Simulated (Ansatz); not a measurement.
# MoS2: the cost of one run

Program: Ansatz 0.2.0. Level of theory: DFT PBE+D3(BJ), scalar-relativistic, plane waves, PAW. These are calculated values, not measurements.

73 further runs of the same task are left out: 1 that didn't finish, 72 set aside as unsound or not needed.

## (1) The starting structure

Symmetry: P-3m1, No. 164, trigonal system. Conventional cell: a = 3.185 Å, b = 3.185 Å, c = 21.671 Å, α = 90.00°, β = 90.00°, γ = 120.00°. Mo (site symmetry 3m) has 6 S at 2.40 to 2.41 Å as nearest neighbours. Around S (site symmetry 3m) lie 3 Mo at 2.40 Å. Around S (site symmetry 3m) lie 3 Mo at 2.41 Å.

As a file:

```
CELL_PARAMETERS angstrom
3.18454 0.00000 0.00000
-1.59227 2.75789 0.00000
0.00000 0.00000 21.67053
ATOMIC_POSITIONS crystal
Mo 0.66667 0.33333 0.14884
Mo 0.33333 0.66667 0.85116
S 0.33333 0.66667 0.22037
S 0.66667 0.33333 0.92275
S 0.33333 0.66667 0.07725
S 0.66667 0.33333 0.77963
```

The structure comes from the Materials Project (structure only).

## (6) The grid

The energy is mapped over the lattice constants a and c of the conventional cell.

The axes are (1) lattice constant a (and b): 11 values from 2.992 to 3.307 Å; (2) lattice constant c: 11 values from 11.007 to 13.184 Å.

Nothing else is relaxed (fractional coordinates fixed). Energies count from the relaxed crystal. Points are written as (first, second).

(The set-up runs are not shown.)

## (7) The run at (2.992 Å, 11.007 Å)

File input.yaml:

```yaml
crystal:
  lattice:
    - [2.9919, 0.0, 0.0]
    - [-1.49595, 2.5910614056, 0.0]
    - [0.0, 0.0, 11.0072]
  atoms:
    - { symbol: Mo, position: [0.6666666667, 0.3333333333, 0.2501439769] }
    - { symbol: Mo, position: [0.3333333333, 0.6666666667, 0.7498560231] }
    - { symbol: S, position: [0.3333333333, 0.6666666667, 0.3795985159] }
    - { symbol: S, position: [0.6666666667, 0.3333333333, 0.8793132861] }
    - { symbol: S, position: [0.3333333333, 0.6666666667, 0.1206867139] }
    - { symbol: S, position: [0.6666666667, 0.3333333333, 0.6204014841] }
basis:
  ecutwfc: 420
kpoints:
  mp_grid: { grid: [12, 12, 4] }
hamiltonian:
  xc: pbe
  pseudopotentials: { kind: paw, azcp: { folder: soft_1 } }
  dispersion: d3bj
scf:
  occupations: { method: gaussian, width: 0.05 }
output:
  forces: true
  stress: true
  eigenvalues: true
  write_density: true
  write_potential: true
  elf: true
  volumetric_format: npy
```

Started as:

```bash
$ ansatz run input.yaml --threads 4 --pin off --max-ram 8192MiB --backend cpu --events-out ev --progress --plain --runs-dir out
```

What time and memory should one allow on 4 threads of Arm Neoverse V1, shared host?

About 4 s, with a peak of 0.46 GiB.
